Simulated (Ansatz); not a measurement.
Zone-centre phonons of BP at 40 GPa: input and output

Computed with Ansatz, DFT PBE, scalar-relativistic, plane waves, PAW.

Launched with:
```bash
ansatz run input.yaml --threads 1 --pin off --max-ram 3072MiB --backend cpu --events-out ev --progress --plain --runs-dir out
```

Input (bare energies are in eV):
```yaml
crystal:
  lattice:
    - [0.0, 2.1437829041, 2.1437829041]
    - [2.1437829041, 0.0, 2.1437829041]
    - [2.1437829041, 2.1437829041, 0.0]
  atoms:
    - { symbol: B, position: [0.0, 0.0, 0.0] }
    - { symbol: P, position: [0.75, 0.75, 0.75] }
basis:
  ecutwfc: 420
kpoints:
  mp_grid: { grid: [12, 12, 12] }
hamiltonian:
  xc: pbe
scf:
  occupations: { method: fixed }
output:
  eigenvalues: true
phonons:
  method: dfpt
  dielectric: true
  rigid_motions: translations
  eigenvectors: true
```

Results section of the output:
```
--- Phonons (Γ-DFPT): 2 representative perturbations + reference, on 280 of 1728 k-points (Σ response iterations 6) ---
  k mesh reduced under 4 symmetry operations, with k and −k counted as one. Each operation leaves every solved perturbation unchanged. A smaller set is not considered because the run solves the response ...
  ASR residual: 1.987e-4 → 0.000e0 eV/Å²; symmetrization residual: 5.050e-7 eV/Å²
  ASR residual per site (eV/Å²): 1.65e-4 1.99e-4
  Γ frequencies (cm⁻¹): 0.00 0.00 0.00 951.90 951.90 951.90
  ε∞ (high-frequency dielectric tensor):
        9.159629    -0.000000    -0.000000
       -0.000000     9.159629     0.000000
       -0.000000     0.000000     9.159629
  ε⁰ (static dielectric tensor: ions relaxed, cell fixed):
        9.562948    -0.000000    -0.000000
       -0.000000     9.562948     0.000000
       -0.000000     0.000000     9.562948
  ε⁰ − ε∞ (ionic part):
        0.403320    -0.000000     0.000000
       -0.000000     0.403320    -0.000000
        0.000000    -0.000000     0.403320
  softest optical mode at Γ: 951.90 cm⁻¹; the repairs (sum rule, projections) moved no ω² at Γ by more than (2.06 cm⁻¹)²
  Born effective charges Z* (e; rows j = field, columns β = displacement):
    site 0:
        -1.08293   -0.00000    0.00000
         0.00000   -1.08293    0.00000
        -0.00000   -0.00000   -1.08293
    site 1:
         1.08293    0.00000   -0.00000
        -0.00000    1.08293   -0.00000
         0.00000    0.00000    1.08293
  Z* charge neutrality: 1.032e-4 e pre-enforcement
  solved inside a basis spanned on kpoints, on 12×12×12 k-points, its susceptibility summed on 16×16×16: ε∞ is read to err by 2.6e-2, Z* by 5.4e-3 e (field_mesh: kpoints solves on kpoints); Z* is corrected for ...
  optical modes at Γ without the LO–TO term, one row a degenerate level:
      ω (cm⁻¹) modes IR ((D/Å)²/amu)
        951.90      3            10.1291
  optical modes at Γ + LO–TO along q̂ = [1.0000, 0.0000, 0.0000]:
      ω (cm⁻¹) modes IR ((D/Å)²/amu)
        951.90      2             6.7527
        972.63      1             3.3764
  optical modes at Γ + LO–TO along q̂ = [0.0000, 1.0000, 0.0000]:
      ω (cm⁻¹) modes IR ((D/Å)²/amu)
        951.90      2             6.7527
        972.63      1             3.3764
  optical modes at Γ + LO–TO along q̂ = [0.0000, 0.0000, 1.0000]:
      ω (cm⁻¹) modes IR ((D/Å)²/amu)
        951.90      2             6.7527
        972.63      1             3.3764
```

Time: 15 s on 1 thread of AMD EPYC 9R45 96-Core Processor (Zen 5), on a shared host, peak memory 0.59 GiB.

Other phases may be more stable at this pressure. The bands were filled as in an insulator; under compression the gap may have closed between mesh points.